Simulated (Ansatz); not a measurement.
Theory: DFT PBE, scalar-relativistic, plane waves, PAW (Ansatz 0.2.0). Settings: cutoff 420 eV, Γ-centred meshes spaced at most about 0.3 Å⁻¹, and about 0.25 Å⁻¹ or finer for metals (2π included), Gaussian smearing. No spin polarisation.

These are static total energies at zero pressure.

Question: Which of these relaxed structures of Hf3H is the lowest in energy?
1.

```
CELL_PARAMETERS angstrom
3.18374 0.00000 0.00000
-1.59187 2.75720 0.00000
0.00000 0.00000 7.83522
ATOMIC_POSITIONS crystal
Hf 0.66667 0.33333 0.67242
Hf 0.33333 0.66667 0.32758
Hf 0.00000 0.00000 0.00000
H 0.00000 0.00000 0.50000
```

2.

```
CELL_PARAMETERS angstrom
5.58868 0.00000 0.00000
-2.79434 4.83994 0.00000
0.00000 0.00000 5.11710
ATOMIC_POSITIONS crystal
Hf 0.00000 0.67168 0.50000
Hf 0.67168 0.67168 0.00000
Hf 0.67168 0.00000 0.50000
Hf 0.32832 0.32832 0.50000
Hf 0.00000 0.32832 0.00000
Hf 0.32832 0.00000 0.00000
H 0.66667 0.33333 0.75000
H 0.33333 0.66667 0.25000
```

3.

```
CELL_PARAMETERS angstrom
3.17850 0.00000 0.00000
-1.58925 2.75266 0.00000
0.00000 0.00000 7.91263
ATOMIC_POSITIONS crystal
Hf 0.66667 0.33333 0.50000
Hf 0.33333 0.66667 0.18390
Hf 0.33333 0.66667 0.81610
H 0.66667 0.33333 0.00000
```

Answer: 1. The next of these, cell 2, lies 27 meV/atom higher. Forms: cell 1 P-3m1; cell 2 P6_322; cell 3 P-6m2. Counting Hf atoms around H (those within 1.25 times the shortest such distance or 1.15 times the sum of covalent radii): cell 1 has H 6; cell 2 has H 6; cell 3 has H 6. All come from invented guesses. The lowest form computed isn't among them: it has space group P-3m1 (No. 164), 17.5 Å³/atom and lies 49 meV/atom below the best shown.

For metals, differences of a few meV/atom aren't resolved. These runs have no spin–orbit coupling, which can matter for Hf. With hydrogen, zero-point motion can shift such differences by 10 meV/atom or more. Cells relaxed within their symmetry can be saddle points. Some candidate types were left out of the draw beforehand, so a known form may be missing.
